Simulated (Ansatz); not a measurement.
# Cu12N: the cost of one run

Program: Ansatz 0.2.0. Level of theory: DFT PBE, scalar-relativistic, plane waves, PAW. These are calculated values, not measurements.

7 further runs of the same task are left out: 1 that didn't finish, 6 set aside as unsound or not needed.

## Step 1: The starting structure

It takes space group Fm-3m (No. 225, cubic). The conventional cell has a = 3.630 Å, b = 3.630 Å, c = 3.630 Å, α = 90.00°, β = 90.00°, γ = 90.00°. Cu (site symmetry m-3m) has 12 Cu at 2.57 Å in its first shell of neighbours.

Coordinates:

```xyz
1
Lattice="0.0000 1.8149 1.8149 1.8149 0.0000 1.8149 1.8149 1.8149 0.0000" Properties=species:S:1:pos:R:3 pbc="T T T"
Cu    0.0000    0.0000    0.0000
```

This cell was relaxed beforehand with the same method: volume 11.96 Å³/atom, gap on the mesh none (metal).

## Step 2: The grid

Atoms count from 1 in the order of the input.

N is moved over the surface cell; relaxed at each place: the height of the adsorbate's atoms; substrate rigid; the origin of the map has the adsorbate above Cu9.

First coordinate, position of N13 along the first surface vector, from above Cu9: 6 values from 0.000 to 0.833, periodic. Second coordinate, position of N13 along the second surface vector, from above Cu9: 6 values from 0.000 to 0.833, periodic.

Relaxed at each point: the height of the adsorbate's atoms; substrate rigid. Points are written as (first, second).

The two vectors of the plane (Å): (2.567, 0.000, 0.000); (-1.283, 2.223, 0.000).

## Step 3: Point (0/6, 0/6) of the map's two axes

input.yaml

```yaml
crystal:
  lattice:
    - [5.1332392722, 0.0, 0.0]
    - [-2.5666196361, 4.4455156134, 0.0]
    - [0.0, 0.0, 19.6236283438]
  atoms:
    - { symbol: Cu, position: [0.3333333333, 0.1666666667, 0.2038359028] }
    - { symbol: Cu, position: [0.3333333333, 0.6666666667, 0.2038359028] }
    - { symbol: Cu, position: [0.8333333333, 0.1666666667, 0.2038359028] }
    - { symbol: Cu, position: [0.8333333333, 0.6666666667, 0.2038359028] }
    - { symbol: Cu, position: [0.1666666667, 0.3333333333, 0.308900249] }
    - { symbol: Cu, position: [0.1666666667, 0.8333333333, 0.308900249] }
    - { symbol: Cu, position: [0.6666666667, 0.3333333333, 0.308900249] }
    - { symbol: Cu, position: [0.6666666667, 0.8333333333, 0.308900249] }
    - { symbol: Cu, position: [0.0, 0.0, 0.4139717794] }
    - { symbol: Cu, position: [0.0, 0.5, 0.4139717794] }
    - { symbol: Cu, position: [0.5, 0.0, 0.4139717794] }
    - { symbol: Cu, position: [0.5, 0.5, 0.4139717794] }
    - { symbol: "N", position: [0.0, 0.0, 0.5179280898] }
basis:
  ecutwfc: 420
kpoints:
  mp_grid: { grid: [6, 6, 1] }
hamiltonian:
  xc: pbe
scf:
  occupations: { method: gaussian, width: 0.1 }
output:
  forces: true
  eigenvalues: true
relax:
  adjacent_minimum: "off"
  f_tol: 0.025
  max_steps: 16
  constraints:
    - { sites: [0, 1, 2, 3, 4, 5, 6, 7, 8, 9, 10, 11] }
    - { sites: [12], fix: xy }
efield:
  axis: 3
  dipole_correction: true
  ramp_width: 0.04
```

On the command line:

```sh
$ ansatz run input.yaml --threads 4 --pin off --max-ram 12288MiB --backend cpu --events-out ev --progress --plain --runs-dir out
```

**Question.** How long does this run take on 4 threads of Arm Neoverse V1, shared host, and how much memory does it need?

About 81 s, with a peak of 1.5 GiB.
